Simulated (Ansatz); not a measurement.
# ZnO (P6_3mc): the host for defect calculations, part 2 of 3

Before any defect goes in: ZnO (P6_3mc) at rest, and how it screens a charge.

Ansatz 0.2.0; plane-wave PAW DFT, PBEsol; relaxation of the host's cell and atoms; PAW set soft_1 (the session's first sound run).

So far. Step 3 (Dielectric tensors of the host): The principal values of the electronic dielectric tensor are 5.30, 5.30 and 5.34. The principal values of the static dielectric tensor are 10.07, 10.07 and 10.93.

## 4. Defect free supercell relaxed in its symmetry

This cell, the one that will hold the defects, is built from the relaxed host. Its coarser k-points can move the atoms a little, so it is relaxed from the symmetric sites, as the reference for the test of stability.

This step: plane-wave PAW DFT, PBEsol; relaxation of the defect-free supercell in its symmetry; PAW set soft_1 (Ansatz 0.2.0).

System of this step: ZnO (P6_3mc). The cell holds 72 atoms: 36 Zn and 36 O. Its edges and angles: a = 9.694 Å, b = 9.694 Å, c = 10.430 Å, α = 90.0°, β = 90.0°, γ = 120.0°.

pristine.symmetric/input.yaml reads:

```yaml
crystal:
  lattice:
    - [9.6936538659, 0.0, 0.0]
    - [-4.846826933, 8.3949505034, 0.0]
    - [0.0, 0.0, 10.4302284574]
  atoms:
    - { symbol: Zn, position: [0.2222222222, 0.1111111111, 0.250320658] }
    - { symbol: Zn, position: [0.1111111111, 0.2222222222, 0.000320658] }
    - { symbol: O, position: [0.2222222222, 0.1111111111, 0.439834342] }
    - { symbol: O, position: [0.1111111111, 0.2222222222, 0.189834342] }
    - { symbol: Zn, position: [0.2222222222, 0.1111111111, 0.750320658] }
    - { symbol: Zn, position: [0.1111111111, 0.2222222222, 0.500320658] }
    - { symbol: O, position: [0.2222222222, 0.1111111111, 0.939834342] }
    - { symbol: O, position: [0.1111111111, 0.2222222222, 0.689834342] }
    - { symbol: Zn, position: [0.2222222222, 0.4444444444, 0.250320658] }
    - { symbol: Zn, position: [0.1111111111, 0.5555555556, 0.000320658] }
    - { symbol: O, position: [0.2222222222, 0.4444444444, 0.439834342] }
    - { symbol: O, position: [0.1111111111, 0.5555555556, 0.189834342] }
    - { symbol: Zn, position: [0.2222222222, 0.4444444444, 0.750320658] }
    - { symbol: Zn, position: [0.1111111111, 0.5555555556, 0.500320658] }
    - { symbol: O, position: [0.2222222222, 0.4444444444, 0.939834342] }
    - { symbol: O, position: [0.1111111111, 0.5555555556, 0.689834342] }
    - { symbol: Zn, position: [0.2222222222, 0.7777777778, 0.250320658] }
    - { symbol: Zn, position: [0.1111111111, 0.8888888889, 0.000320658] }
    - { symbol: O, position: [0.2222222222, 0.7777777778, 0.439834342] }
    - { symbol: O, position: [0.1111111111, 0.8888888889, 0.189834342] }
    - { symbol: Zn, position: [0.2222222222, 0.7777777778, 0.750320658] }
    - { symbol: Zn, position: [0.1111111111, 0.8888888889, 0.500320658] }
    - { symbol: O, position: [0.2222222222, 0.7777777778, 0.939834342] }
    - { symbol: O, position: [0.1111111111, 0.8888888889, 0.689834342] }
    - { symbol: Zn, position: [0.5555555556, 0.1111111111, 0.250320658] }
    - { symbol: Zn, position: [0.4444444444, 0.2222222222, 0.000320658] }
    - { symbol: O, position: [0.5555555556, 0.1111111111, 0.439834342] }
    - { symbol: O, position: [0.4444444444, 0.2222222222, 0.189834342] }
    - { symbol: Zn, position: [0.5555555556, 0.1111111111, 0.750320658] }
    - { symbol: Zn, position: [0.4444444444, 0.2222222222, 0.500320658] }
    - { symbol: O, position: [0.5555555556, 0.1111111111, 0.939834342] }
    - { symbol: O, position: [0.4444444444, 0.2222222222, 0.689834342] }
    - { symbol: Zn, position: [0.5555555556, 0.4444444444, 0.250320658] }
    - { symbol: Zn, position: [0.4444444444, 0.5555555556, 0.000320658] }
    - { symbol: O, position: [0.5555555556, 0.4444444444, 0.439834342] }
    - { symbol: O, position: [0.4444444444, 0.5555555556, 0.189834342] }
    - { symbol: Zn, position: [0.5555555556, 0.4444444444, 0.750320658] }
    - { symbol: Zn, position: [0.4444444444, 0.5555555556, 0.500320658] }
    - { symbol: O, position: [0.5555555556, 0.4444444444, 0.939834342] }
    - { symbol: O, position: [0.4444444444, 0.5555555556, 0.689834342] }
    - { symbol: Zn, position: [0.5555555556, 0.7777777778, 0.250320658] }
    - { symbol: Zn, position: [0.4444444444, 0.8888888889, 0.000320658] }
    - { symbol: O, position: [0.5555555556, 0.7777777778, 0.439834342] }
    - { symbol: O, position: [0.4444444444, 0.8888888889, 0.189834342] }
    - { symbol: Zn, position: [0.5555555556, 0.7777777778, 0.750320658] }
    - { symbol: Zn, position: [0.4444444444, 0.8888888889, 0.500320658] }
    - { symbol: O, position: [0.5555555556, 0.7777777778, 0.939834342] }
    - { symbol: O, position: [0.4444444444, 0.8888888889, 0.689834342] }
    - { symbol: Zn, position: [0.8888888889, 0.1111111111, 0.250320658] }
    - { symbol: Zn, position: [0.7777777778, 0.2222222222, 0.000320658] }
    - { symbol: O, position: [0.8888888889, 0.1111111111, 0.439834342] }
    - { symbol: O, position: [0.7777777778, 0.2222222222, 0.189834342] }
    - { symbol: Zn, position: [0.8888888889, 0.1111111111, 0.750320658] }
    - { symbol: Zn, position: [0.7777777778, 0.2222222222, 0.500320658] }
    - { symbol: O, position: [0.8888888889, 0.1111111111, 0.939834342] }
    - { symbol: O, position: [0.7777777778, 0.2222222222, 0.689834342] }
    - { symbol: Zn, position: [0.8888888889, 0.4444444444, 0.250320658] }
    - { symbol: Zn, position: [0.7777777778, 0.5555555556, 0.000320658] }
    - { symbol: O, position: [0.8888888889, 0.4444444444, 0.439834342] }
    - { symbol: O, position: [0.7777777778, 0.5555555556, 0.189834342] }
    - { symbol: Zn, position: [0.8888888889, 0.4444444444, 0.750320658] }
    - { symbol: Zn, position: [0.7777777778, 0.5555555556, 0.500320658] }
    - { symbol: O, position: [0.8888888889, 0.4444444444, 0.939834342] }
    - { symbol: O, position: [0.7777777778, 0.5555555556, 0.689834342] }
    - { symbol: Zn, position: [0.8888888889, 0.7777777778, 0.250320658] }
    - { symbol: Zn, position: [0.7777777778, 0.8888888889, 0.000320658] }
    - { symbol: O, position: [0.8888888889, 0.7777777778, 0.439834342] }
    - { symbol: O, position: [0.7777777778, 0.8888888889, 0.189834342] }
    - { symbol: Zn, position: [0.8888888889, 0.7777777778, 0.750320658] }
    - { symbol: Zn, position: [0.7777777778, 0.8888888889, 0.500320658] }
    - { symbol: O, position: [0.8888888889, 0.7777777778, 0.939834342] }
    - { symbol: O, position: [0.7777777778, 0.8888888889, 0.689834342] }
basis:
  ecutwfc: 420
  xc_grid: 2
hamiltonian:
  xc: pbesol
  pseudopotentials: { kind: paw, azcp: { folder: soft_1 }, xc_functional: pbe }
kpoints:
  mp_grid: { grid: [1, 1, 1] }
scf:
  occupations: { method: fermi_dirac, width: 0.01 }
  max_iter: 100
  lower_state_search: "off"
output:
  forces: true
relax:
  f_tol: 0.015
  max_steps: 60
  escape_saddle: false
checkpoint:
  write: "../pristine.symmetric.run"
  compress: false
  write_wavefunctions: false
  write_every: 100000
```

Run with:

```bash
> ansatz run input.yaml --threads 32 --pin off --max-ram 84787MiB --backend cuda --events-out ev --progress --plain --runs-dir out --max-vram 78GiB
```

Numbers of over 12 decimals in the logs are rounded to 6 here.

What it wrote:

```text
[...]
device memory: the entry about to start is reckoned to put 3.3 GiB on a device that reports 176.5 GiB free (of which the cap on the GPU budget leaves the run 78.0 GiB)
GPU FFT provider: cuFFT
GPU libraries: cuBLAS 13.8.1, cuFFT 12.4.0, cuSOLVER 12.3.2
GPU matrix products: emulated (plane waves: as basis.precision tells), large ones in fixed point in workspaces of 1.00 GiB
Crystal: 72 atoms, lattice volume = 848.788 Å³
Basis set: ecut = 420 eV, 16571 PW (Γ), exchange–correlation on 144×144×144 points (8 copies of the dense FFT grid, shifted against one another)
Bands: 396, of which v1, the nominal top of the filled ones, is band 324 counted from 1 (323 counted from 0)
Symmetry: 216 space group operations
[...]
k-points: 1
[...]
GPU buffer pool allocated for 373248 grid points (all kernels)
GPU transforms: local potential and band sums: pruned to the plane-wave sphere, on 72×72×72
[...]
SCF iter   1: F=—  HF=-138330.881839 eV  |Δ(HF+E_count)|=         —  Δρ=1.10e-1  dr2=5.41e1  Hψ=1569
[...]
SCF iter   9: F=-138314.356983 eV  HF=-138314.356983 eV  |Δ(HF+E_count)|=   6.68e-6  Δρ=4.02e-6  dr2=1.56e-7  Hψ=1048
SCF 1 converged in 9 iterations: F = -138314.356983 eV  dr2 = 1.56e-7
[...]
relax step   1: F+E_penalty+E_count = -138314.35698307 eV  Δ(F+E_penalty+E_count) = +0.000e0 eV  max|allowed force component| = 1.715e-2 eV/Å  Δτ_max = 0.0000 Å  (9 SCF iters, dr2 threshold 5.63e-6 eV, accepted)
[...]
SCF iter   3: F=-138314.357254 eV  HF=-138314.357254 eV  |Δ(HF+E_count)|=   8.96e-7  Δρ=3.64e-6  dr2=6.41e-8  Hψ=1655
SCF 2 converged in 3 iterations: F = -138314.357254 eV  dr2 = 6.41e-8
relax step   2: F+E_penalty+E_count = -138314.35725375 eV  Δ(F+E_penalty+E_count) = -2.707e-4 eV  max|allowed force component| = 1.417e-2 eV/Å  Δτ_max = 0.0002 Å  (3 SCF iters, accepted)
SCF converged after 3 iterations
Free energy (F): -138314.357254 eV
[...]
Internal energy: -138314.357254 eV  (E = F + TS)
E sigma→0 (E₀):  -138314.357254 eV
Fermi energy:    7.559630 eV
[...]
--- Forces (eV/Å), atoms counted from 1 ---
  atom   1  Zn     0.00000000     0.00000000     0.01418419
  atom   2  Zn     0.00000000     0.00000000     0.01418419
  atom   3  O     -0.00000000    -0.00000000    -0.01416275
  atom   4  O     -0.00000000    -0.00000000    -0.01416275
  atom   5  Zn     0.00000000    -0.00000000     0.01418419
  atom   6  Zn     0.00000000     0.00000000     0.01418419
  [... 66 more lines of this table ...]
  max |Σ_I F_I| component: 7.72e-4 eV/Å
--- Relaxed structure (2 steps of the walk, 2 accepted, 0 SCFs on fresh bases) ---
  F+E_penalty+E_count = -138314.35725375 eV   max|allowed force component| = 1.417e-2 eV/Å
  atoms:
    - { symbol: Zn, position: [0.222222, 0.111111, 0.250344] }
    - { symbol: Zn, position: [0.111111, 0.222222, 0.000344] }
    - { symbol: O, position: [0.222222, 0.111111, 0.439811] }
    - { symbol: O, position: [0.111111, 0.222222, 0.189811] }
    - { symbol: Zn, position: [0.222222, 0.111111, 0.750344] }
    - { symbol: Zn, position: [0.111111, 0.222222, 0.500344] }
  [... 66 more lines of this table ...]
```

Wall time 1.5 s (1 × NVIDIA GB200 with 32 threads of Arm Neoverse V2, shared host); peak memory 1.1 GiB.

No atom moved by 0.005 Å in the relaxation.

## 5. Defect free supercell relaxed from displaced atoms

This step: plane-wave PAW DFT, PBEsol; relaxation of the defect-free supercell from random displacements, a test of the host's stability; PAW set soft_1 (Ansatz 0.2.0).

pristine.rattled/input.yaml, as its differences from pristine.symmetric/input.yaml of step 4:

```diff
@@ -94,6 +94,6 @@
   f_tol: 0.015
-  max_steps: 60
-  escape_saddle: false
+  max_steps: 120
+  random_displacement: { amplitude: 0.06, seed: 3191 }
 checkpoint:
-  write: "../pristine.symmetric.run"
+  write: "../pristine.rattled.run"
   compress: false
```

What it wrote:

```text
[...]
GPU FFT provider: cuFFT
GPU libraries: cuBLAS 13.8.1, cuFFT 12.4.0, cuSOLVER 12.3.2
[...]
Crystal: 72 atoms, lattice volume = 848.788 Å³
Basis set: ecut = 420 eV, 16571 PW (Γ), exchange–correlation on 144×144×144 points (8 copies of the dense FFT grid, shifted against one another)
Bands: 396, of which v1, the nominal top of the filled ones, is band 324 counted from 1 (323 counted from 0)
Symmetry: 1 space group operations
k-points: 1
[...]
GPU buffer pool allocated for 373248 grid points (all kernels)
[...]
SCF iter   1: F=—  HF=-138329.246057 eV  |Δ(HF+E_count)|=         —  Δρ=1.09e-1  dr2=5.38e1  Hψ=1697
[...]
SCF iter  10: F=-138312.866697 eV  HF=-138312.866697 eV  |Δ(HF+E_count)|=   2.28e-6  Δρ=7.39e-6  dr2=4.58e-7  Hψ=1072
SCF 1 converged in 10 iterations: F = -138312.866697 eV  dr2 = 4.58e-7
[...]
relax step   1: F+E_penalty+E_count = -138312.86669684 eV  Δ(F+E_penalty+E_count) = +0.000e0 eV  max|allowed force component| = 1.230e0 eV/Å  Δτ_max = 0.0000 Å  (10 SCF iters, dr2 threshold 5.63e-6 eV, accepted)
[...]
relax step   2: F+E_penalty+E_count = -138313.69623539 eV  Δ(F+E_penalty+E_count) = -8.295e-1 eV  max|allowed force component| = 8.182e-1 eV/Å  Δτ_max = 0.0321 Å  (6 SCF iters, dr2 threshold 9.45e-5 eV, accepted)
relax step   3: F+E_penalty+E_count = -138314.35752728 eV  Δ(F+E_penalty+E_count) = -6.613e-1 eV  max|allowed force component| = 1.210e-2 eV/Å  Δτ_max = 0.0604 Å  (7 SCF iters, dr2 threshold 4.18e-5 eV, accepted)
[...]
SCF iter   4: F=-138314.357530 eV  HF=-138314.357530 eV  |Δ(HF+E_count)|=   9.92e-8  Δρ=3.46e-6  dr2=6.51e-8  Hψ=1390
SCF 4 converged in 4 iterations: F = -138314.357530 eV  dr2 = 6.51e-8
relax step   4: F+E_penalty+E_count = -138314.35752990 eV  Δ(F+E_penalty+E_count) = -2.627e-6 eV  max|allowed force component| = 1.212e-2 eV/Å  Δτ_max = 0.0000 Å  (4 SCF iters, accepted)
SCF converged after 4 iterations
Free energy (F): -138314.357530 eV
[...]
Internal energy: -138314.357530 eV  (E = F + TS)
E sigma→0 (E₀):  -138314.357530 eV
Fermi energy:    7.558993 eV
[...]
--- Forces (eV/Å), atoms counted from 1 ---
  atom   1  Zn    -0.00145980     0.00048569     0.00191038
  atom   2  Zn     0.00785232    -0.00177969    -0.00426131
  atom   3  O      0.00062653    -0.00398130     0.00040104
  atom   4  O     -0.00589414     0.00258442    -0.00660585
  atom   5  Zn    -0.00010621     0.00261667    -0.00124080
  atom   6  Zn     0.00463762     0.00467976     0.00167781
  [... 66 more lines of this table ...]
  max |Σ_I F_I| component: 2.61e-4 eV/Å
--- Relaxed structure (4 steps of the walk, 4 accepted, 0 SCFs on fresh bases) ---
  F+E_penalty+E_count = -138314.35752990 eV   max|allowed force component| = 1.212e-2 eV/Å
  atoms:
    - { symbol: Zn, position: [0.221553, 0.110608, 0.250496] }
    - { symbol: Zn, position: [0.110323, 0.222006, 0.000773] }
    - { symbol: O, position: [0.221664, 0.111018, 0.439755] }
    - { symbol: O, position: [0.110512, 0.221894, 0.190015] }
    - { symbol: Zn, position: [0.221454, 0.110862, 0.750611] }
    - { symbol: Zn, position: [0.110391, 0.221999, 0.500422] }
  [... 66 more lines of this table ...]
```

It took 2.3 s on 1 × NVIDIA GB200 with 32 threads; peak memory 1.1 GiB; 9 s of CPU time.

Step by step:

```
step  energy less that of the first step (eV)  largest force component (eV/Å)
   1                                   0.0000                          1.2297
   2                                  -0.8295                          0.8182
   3                                  -1.4908                          0.0121
   4                                  -1.4908                          0.0121
```

The relaxation ends 21 meV an atom lower than the displaced start, with a largest force component of 0.012 eV/Å.

## 6. Host on a dense mesh

This step: plane-wave PAW DFT, PBEsol; single point of the defect-free host, a test of the k-point sampling; PAW set soft_1 (Ansatz 0.2.0).

System of this step: ZnO (P6_3mc). It takes space group P6_3mc (No. 186, hexagonal). The conventional cell has a = 3.231 Å, b = 3.231 Å, c = 5.215 Å, α = 90.00°, β = 90.00°, γ = 120.00°. Zn has 4 O at 1.97 to 1.98 Å nearest. Nearest to O lie 4 Zn at 1.97 to 1.98 Å. Farther neighbours and most contacts between anions are not listed.

dense/input.yaml reads:

```yaml
crystal:
  lattice:
    - [3.2312179553, 0.0, 0.0]
    - [-1.6156089777, 2.7983168345, 0.0]
    - [0.0, 0.0, 5.2151142287]
  atoms:
    - { symbol: Zn, position: [0.6666666667, 0.3333333333, 0.5006413159] }
    - { symbol: Zn, position: [0.3333333333, 0.6666666667, 0.0006413159] }
    - { symbol: O, position: [0.6666666667, 0.3333333333, 0.8796686841] }
    - { symbol: O, position: [0.3333333333, 0.6666666667, 0.3796686841] }
basis:
  ecutwfc: 420
  xc_grid: 2
hamiltonian:
  xc: pbesol
  pseudopotentials: { kind: paw, azcp: { folder: soft_1 }, xc_functional: pbe }
kpoints:
  mp_grid: { grid: [10, 10, 6] }
scf:
  occupations: { method: fermi_dirac, width: 0.01 }
  max_iter: 100
  lower_state_search: "off"
checkpoint:
  write: "../dense.run"
  compress: false
  write_wavefunctions: false
  write_every: 100000
```

What it wrote:

```text
[...]
GPU FFT provider: cuFFT
GPU libraries: cuBLAS 13.8.1, cuFFT 12.4.0, cuSOLVER 12.3.2
[...]
Crystal: 4 atoms, lattice volume = 47.155 Å³
Basis set: ecut = 420 eV, 941 PW (Γ), exchange–correlation on 48×48×72 points (8 copies of the dense FFT grid, shifted against one another)
Bands: 22, of which v1, the nominal top of the filled ones, is band 18 counted from 1 (17 counted from 0)
Symmetry: 12 space group operations
[...]
k-points: 56 of 600 (time reversal used)
[...]
GPU buffer pool allocated for 20736 grid points (all kernels)
[...]
SCF iter   1: F=—  HF=-7685.182068 eV  |Δ(HF+E_count)|=         —  Δρ=1.10e-1  dr2=3.02e0  Hψ=5994
[...]
SCF iter   9: F=-7684.262004 eV  HF=-7684.262004 eV  |Δ(HF+E_count)|=   2.73e-7  Δρ=3.82e-6  dr2=8.23e-9  Hψ=2568
SCF 1 converged in 9 iterations: F = -7684.262004 eV  dr2 = 8.23e-9
[...]
SCF converged after 9 iterations
Free energy (F): -7684.262004 eV
[...]
Internal energy: -7684.262004 eV  (E = F + TS)
E sigma→0 (E₀):  -7684.262004 eV
Fermi energy:    7.520746 eV
[...]
```

Elapsed: 0.89 s, on 1 × NVIDIA GB200 with 32 threads; peak memory 0.97 GiB.

## 7. Defect free supercell at the zone centre

The supercell is run at the zone centre, to see how far that sampling misses the dense mesh.

System of this step: ZnO (P6_3mc). The cell holds 72 atoms: 36 Zn and 36 O. Its edges and angles: a = 9.694 Å, b = 9.694 Å, c = 10.430 Å, α = 90.0°, β = 90.0°, γ = 120.0°.

pristine.sampling_gamma/input.yaml, as its differences from pristine.rattled/input.yaml of step 5:

```diff
@@ -90,10 +90,4 @@
   lower_state_search: "off"
-output:
-  forces: true
-relax:
-  f_tol: 0.015
-  max_steps: 120
-  random_displacement: { amplitude: 0.06, seed: 3191 }
 checkpoint:
-  write: "../pristine.rattled.run"
+  write: "../pristine.sampling_gamma.run"
   compress: false
```

What it wrote:

```text
[...]
GPU FFT provider: cuFFT
GPU libraries: cuBLAS 13.8.1, cuFFT 12.4.0, cuSOLVER 12.3.2
[...]
Crystal: 72 atoms, lattice volume = 848.788 Å³
Basis set: ecut = 420 eV, 16571 PW (Γ), exchange–correlation on 144×144×144 points (8 copies of the dense FFT grid, shifted against one another)
Bands: 396, of which v1, the nominal top of the filled ones, is band 324 counted from 1 (323 counted from 0)
Symmetry: 216 space group operations
[...]
k-points: 1
[...]
GPU buffer pool allocated for 373248 grid points (all kernels)
[...]
SCF iter   1: F=—  HF=-138330.881811 eV  |Δ(HF+E_count)|=         —  Δρ=1.10e-1  dr2=5.41e1  Hψ=1569
[...]
SCF iter   5: F=—  HF=-138314.348257 eV  |Δ(HF+E_count)|=   1.32e-1  Δρ=1.75e-3  dr2=3.62e-2  Hψ=643
automatic band count: iteration 5 solves 375 bands in place of 396: the levels show a gap, and the empty bands left out lie too high to hold charge; the band table lists the bands solved (type scf.n_extra_bands for more)
SCF iter   6: F=—  HF=-138314.352042 eV  |Δ(HF+E_count)|=   3.78e-3  Δρ=7.40e-4  dr2=3.31e-3  Hψ=657
[...]
SCF iter  10: F=-138314.356983 eV  HF=-138314.356983 eV  |Δ(HF+E_count)|=   1.38e-7  Δρ=9.96e-7  dr2=7.12e-9  Hψ=703
SCF 1 converged in 10 iterations: F = -138314.356983 eV  dr2 = 7.12e-9
[...]
SCF converged after 10 iterations
Free energy (F): -138314.356983 eV
[...]
Internal energy: -138314.356983 eV  (E = F + TS)
E sigma→0 (E₀):  -138314.356983 eV
Fermi energy:    7.559743 eV
[...]
```

It took 1.1 s on 1 × NVIDIA GB200 with 32 threads; peak memory 1.1 GiB; 2.9 s of CPU time.

(Continued in part 3 of 3.)

[Logs are printed without paths, hosts, clocks, repeated set-up lines and the standing remarks that a program may print on its own settings, such as how far it seeks lower states.]

[Hosts, paths, dates, database ids (printed as entryN), source tags and the programs' standing remarks are cut or masked in the printed files.]

[Runs of the host that timed out are not shown.]

[For some hosts the program warned that the k-mesh of the response run may be too coarse for force constants and the static dielectric constant; such warnings are not always shown.]

[The program warned that the k-mesh of a response run behind this text may be too coarse: force constants, and the static dielectric constant and all else formed from them, are not shown converged.]
